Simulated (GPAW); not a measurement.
# ZnSe (Stilleite) (F-43m) in GPAW: equation of state

Aim: energy against volume of ZnSe (Stilleite) in PBE, for its equilibrium volume and stiffness.

All numbers are computed with GPAW 26.7.0; they aren't measurements. Logs are shortened: lines on timing, memory, paths and dates and some standing lists are left out, and cuts for length are marked. The log counts tension as positive stress, the text compression.

### Step 1. Starting point

It takes space group F-43m (No. 216, cubic). The conventional cell has a = 5.668 Å, b = 5.668 Å, c = 5.668 Å, α = 90.00°, β = 90.00°, γ = 90.00°. Around Se (site symmetry -43m) lie 4 Zn at 2.45 Å. Around Zn (site symmetry -43m) lie 4 Se at 2.45 Å.

### Step 2. Equation of state, PBE

The input, run.py:

```python
from ase import Atoms
from ase.eos import EquationOfState
from ase.io import Trajectory
from ase.units import GPa
from gpaw import GPAW, PW

atoms = Atoms(['Se', 'Zn'],
              cell=[[0.0, 2.8338, 2.8338],
                    [2.8338, 0.0, 2.8338],
                    [2.8338, 2.8338, 0.0]],
              scaled_positions=[[0.75, 0.75, 0.75],
                                [0.0, 0.0, 0.0]],
              pbc=True)

traj = Trajectory('eos.traj', 'w')
volumes, energies = [], []
for x in [0.94, 0.96, 0.98, 1.0, 1.02, 1.04, 1.06]:
    a = atoms.copy()
    a.set_cell(atoms.cell * x**(1 / 3), scale_atoms=True)
    calc = GPAW(mode=PW(600),
                xc='PBE',
                kpts={'size': (8, 8, 8), 'gamma': True},
                occupations={'name': 'fermi-dirac', 'width': 0.05},
                nbands=18,
                convergence={'density': 1e-05, 'energy': 1e-05},
                maxiter=150,
                txt=f'eos-{x:.2f}.txt')
    a.calc = calc
    energies.append(a.get_potential_energy(force_consistent=True))
    volumes.append(a.get_volume())
    p = -a.get_stress()[:3].mean() / GPa
    calc.write(f'eos-{x:.2f}.gpw')
    traj.write(a)
    print(f'{x:.2f} {volumes[-1]:10.4f} A^3 {energies[-1]:14.6f} eV {p:9.3f} GPa', flush=True)

v0, e0, B = EquationOfState(volumes, energies, eos='birchmurnaghan').fit()
print(f'V0 = {v0:.4f} A^3, E0 = {e0:.6f} eV, B0 = {B / GPa:.2f} GPa')
```

Potentials or basis: GPAW PAW data sets (gpaw-data 1.2.1), pw.

The run is started by

```console
$ OMP_NUM_THREADS=1 python run.py
```

The log of the run:

```text
__  _  _
 | _ |_)|_||  |
 |__||  | ||/\| - 26.7.0

Input parameters:
  mode=PW(ecut=600.0),
  convergence={'density': 1e-05, 'energy': 1e-05},
  kpts=MonkhorstPack(size=(8, 8, 8), gamma=True),
  maxiter=150,
  nbands=18,
  occupations=Occupations(name='fermi-dirac', width=0.05),
  xc=XC(name='PBE')

Diagonalizing LCAO Hamiltonian
Converting LCAO to pw mode

                    Se

       Zn

Atoms  # Å, Bohr magnetons
|   | symbol |        x |        y |        z |    initial magnetic moments |
|---|--------|----------|----------|----------|-----------------------------|
| 0 |     Se | 4.163927 | 4.163927 | 4.163927 | ( 0.0000,  0.0000,  0.0000) |
| 1 |     Zn | 0.000000 | 0.000000 | 0.000000 | ( 0.0000,  0.0000,  0.0000) |

Unit cell  # Å
| periodic |        x |        y |        z |  lengths |    angles |
|----------|----------|----------|----------|----------|-----------|
|      yes | 0.000000 | 2.775951 | 2.775951 | 3.925788 | 60.000000 |
|      yes | 2.775951 | 0.000000 | 2.775951 | 3.925788 | 60.000000 |
|      yes | 2.775951 | 2.775951 | 0.000000 | 3.925788 | 60.000000 |

Number of symmetries: 24
Symmetry operations  # r_c * U_cc + t_c -> r_c
|    | kind |            matrix            |
|----|------|------------------------------|
|  0 |  E   |  1, 0, 0,  0, 1, 0,  0, 0, 1 |
|  1 |  σ   |  1, 0, 0,  0, 0, 1,  0, 1, 0 |
|  2 |  σ   |  1, 0,-1,  0, 1,-1,  0, 0,-1 |
|  3 |  C3  |  1, 0,-1,  0, 0,-1,  0, 1,-1 |
|  4 |  C3  |  1,-1, 0,  0,-1, 1,  0,-1, 0 |
|  5 |  σ   |  1,-1, 0,  0,-1, 0,  0,-1, 1 |
|  6 |  σ   |  0, 1, 0,  1, 0, 0,  0, 0, 1 |
|  7 |  C3  |  0, 1, 0,  0, 0, 1,  1, 0, 0 |
|  8 |  C2  |  0, 1,-1,  1, 0,-1,  0, 0,-1 |
|  9 |  S4  |  0, 1,-1,  0, 0,-1,  1, 0,-1 |
| 10 |  C3  |  0, 0, 1,  1, 0, 0,  0, 1, 0 |
| 11 |  σ   |  0, 0, 1,  0, 1, 0,  1, 0, 0 |
| 12 |  S4  |  0, 0,-1,  1, 0,-1,  0, 1,-1 |
| 13 |  C3  |  0, 0,-1,  0, 1,-1,  1, 0,-1 |
| 14 |  S4  |  0,-1, 1,  1,-1, 0,  0,-1, 0 |
| 15 |  C2  |  0,-1, 1,  0,-1, 0,  1,-1, 0 |
| 16 |  C3  |  0,-1, 0,  1,-1, 0,  0,-1, 1 |
| 17 |  S4  |  0,-1, 0,  0,-1, 1,  1,-1, 0 |
| 18 |  S4  | -1, 1, 0, -1, 0, 1, -1, 0, 0 |
| 19 |  C3  | -1, 1, 0, -1, 0, 0, -1, 0, 1 |
| 20 |  C3  | -1, 0, 1, -1, 1, 0, -1, 0, 0 |
| 21 |  S4  | -1, 0, 1, -1, 0, 0, -1, 1, 0 |
| 22 |  σ   | -1, 0, 0, -1, 1, 0, -1, 0, 1 |
| 23 |  C2  | -1, 0, 0, -1, 0, 1, -1, 1, 0 |

BZ-sampling:
  Number of BZ points: 512
  Number of IBZ points: 29

  Monkhorst-Pack size: [8, 8, 8]
  Monkhorst-Pack shift: [0.0625, 0.0625, 0.0625]

K-points  # in reciprocal-cell coordinates
|     |                                coordinates |     weight |
|-----|--------------------------------------------|------------|
|   0 | (  0.00000000,   0.00000000,   0.00000000) | 0.00195312 |
|   1 | (  0.12500000,   0.12500000,   0.00000000) | 0.01171875 |
|   2 | (  0.12500000,   0.12500000,   0.12500000) | 0.01562500 |
|   3 | (  0.25000000,   0.12500000,   0.12500000) | 0.02343750 |
|   4 | (  0.25000000,   0.25000000,   0.00000000) | 0.01171875 |
|   5 | (  0.25000000,   0.25000000,   0.12500000) | 0.04687500 |
|   6 | (  0.25000000,   0.25000000,   0.25000000) | 0.01562500 |
|   7 | (  0.37500000,   0.25000000,  -0.37500000) | 0.04687500 |
|   8 | (  0.37500000,   0.25000000,   0.12500000) | 0.04687500 |
|   9 | (  0.37500000,   0.25000000,   0.25000000) | 0.04687500 |
| ... |                                            |            |
|  28 | (  0.50000000,   0.50000000,   0.50000000) | 0.00781250 |

Plane wave coefficients: 1458
Cutoff: 600.0 eV

Spin-components: 1 (collinear spins)
Bands:           18
Projectors:      11
Spin-degeneracy: 2
Datatype:        complex128

Density:
  Valence electrons: 18.0
  Components: 1
  Grid points: [24 24 24]
  Charge: 0.0  # |e|

Potential:
  Grid points: [24 24 24]

species:
  Se:
    name:    Selenium
    Z:       34.0
    valence: 6
    core:    28
    charge:  0.0  # [|e|]
    compensation charges:
      type: gauss
      rc: 0.27  # [Å]
      lmax: 2
    cutoffs:
      filter: 1.77  # [Å]
      core: 2.67  # [Å]
    projectors
    | kind |    occ | energy [eV] | rcut [Å] |
    |------|--------|-------------|----------|
    |   4s |  2.000 |     -17.277 |    0.847 |
    |   4p |  4.000 |      -6.512 |    1.005 |
    |    s |        |       9.935 |    0.847 |
    |    p |        |      20.699 |    1.005 |
    |    d |        |       0.000 |    0.847 |

    Using partial waves for Se as LCAO basis

  Zn:
    name:    Zinc
    Z:       30.0
    valence: 12
    core:    18
    charge:  0.0  # [|e|]
    compensation charges:
      type: gauss
      rc: 0.37  # [Å]
      lmax: 2
    cutoffs:
      filter: 2.14  # [Å]
      core: 2.28  # [Å]
    projectors
    | kind |    occ | energy [eV] | rcut [Å] |
    |------|--------|-------------|----------|
    |   4s |  2.000 |      -5.977 |    1.286 |
    |   4p |  0.000 |      -1.117 |    1.270 |
    |   3d | 10.000 |     -10.142 |    1.180 |
    |    s |        |      21.234 |    1.286 |
    |    p |        |      26.095 |    1.270 |
    |    d |        |      17.070 |    1.180 |

    Using partial waves for Zn as LCAO basis

Reference energy: -114964.858784  # eV

eigensolver:
  PPCG
  Converge bands: occupied
  niter=2

density mixing:
  MSR1-Mixer
  Pratt-step length: 0.05
  Maximum mixing coefficient: 0.75
  Old densities: 10
  SVD Regularization: 0.005
  Good broyden scale: 1.0
  Trust region scale: 1.0
  Backstep threshold: 4.0
  History deletion threshold: 6.0
  Fourier metric: weight=20.0, sigma=0.015

occupation numbers:
  Fermi-Dirac:
    width: 0.0500  # eV

poisson solver:
  ecut: 4800.0  # eV

xc functional:
  name: PBE with 2 nearest neighbor stencil

convergence criteria:
- Maximum integral of absolute [dens]ity change: 1e-05 electrons / valence electron
- Maximum [total energy] change in last 3 cyles: 1e-05 eV / valence electron
- Maximum integral of absolute [eigenst]ate change: 4e-08 eV^2 / valence electron
maximum number of iterations: 150

SCF iterations
|iter     | |      energy | eigst |  dens |
|---------|-|-------------|-------|-------|
|iter:   1| |   -6.262539 | -0.22 |       |
|iter:   2| |   -6.205585 | -2.18 | -1.24 |
|iter:   3| |   -6.025434 | -1.68 | -1.29 |
|iter:   4| |   -6.026124 | -2.65 | -1.83 |
|iter:   5| |   -6.027414 | -3.73 | -2.32 |
|iter:   6| |   -6.027431 | -4.44 | -3.02 |
|iter:   7| |   -6.027454c| -5.38 | -3.53 |
|iter:   8| |   -6.027459c| -5.99 | -3.94 |
|iter:   9| |   -6.027459c| -7.56c| -5.14c|

Converged in 9 steps
Energy contributions relative to reference atoms: (reference = -114964.858784)

Energy contributions:
  Kinetic:          17.181585
  Coulomb:         -14.348649
  Zero:             -0.044191
  External:          0.000000
  Xc:               -8.816205
  Entropy:          -0.000000
  Spinorbit:         0.000000
  ----------------------------
  Free energy:      -6.027459
  Extrapolated:     -6.027459

dipole moment: (-6.806370, -6.806370, -6.806370)  # |e|*Ang

Fermi level: 5.373
Eigenvalues  # (at kpt = [0.000, 0.000, 0.000])
| band index |      eig [eV] | occ [0-2] |
|------------|---------------|-----------|
|          0 |        -9.098 |     2.000 |
|          1 |        -2.195 |     2.000 |
|          2 |        -2.195 |     2.000 |
|          3 |        -2.195 |     2.000 |
|          4 |        -1.772 |     2.000 |
|          5 |        -1.772 |     2.000 |
|          6 |         4.566 |     2.000 |
|          7 |         4.566 |     2.000 |
|          8 |         4.566 |     2.000 |
|          9 |         6.119 |     0.000 |
|         10 |        10.353 |     0.000 |
|         11 |        10.353 |     0.000 |
|         12 |        10.353 |     0.000 |
|         13 |        14.768 |     0.000 |
|         14 |        16.167 |     0.000 |
|         15 |        16.167 |     0.000 |
|         16 |        17.776 |     0.000 |
|         17 |        17.776 |     0.000 |

Gap: 1.553 eV
Transition (v -> c):
  (s=0, k=0, n=8, [0.00, 0.00, 0.00]) -> (s=0, k=0, n=9, [0.00, 0.00, 0.00])
No difference between direct/indirect transitions

Stress tensor  # eV/Ang^3
|         x |         y |         z |
|-----------|-----------|-----------|
| -0.042472 | -0.000000 | -0.000000 |
| -0.000000 | -0.042472 |  0.000000 |
| -0.000000 |  0.000000 | -0.042472 |

# Writing to eos-0.94.gpw (mode='')
```

It took 2 min on 1 thread of Arm Neoverse V1, shared host; peak memory 0.24 GiB.

Results:

```
Equilibrium volume                      : 23.55 Å³/atom
Bulk modulus                            : 57 GPa
Pressure derivative of the bulk modulus : 4.5
```

Energy against volume, from the lowest point:
```
volume (Å³/atom)  energy (meV/atom)
          21.391              41.89
          21.846              25.02
          22.301              12.86
          22.757               4.92
          23.212               0.75
          23.667               0.00
          24.122               2.30
```

PBE usually gives volumes a little too large and moduli too small. Zero-point motion and thermal expansion aren't in these numbers.
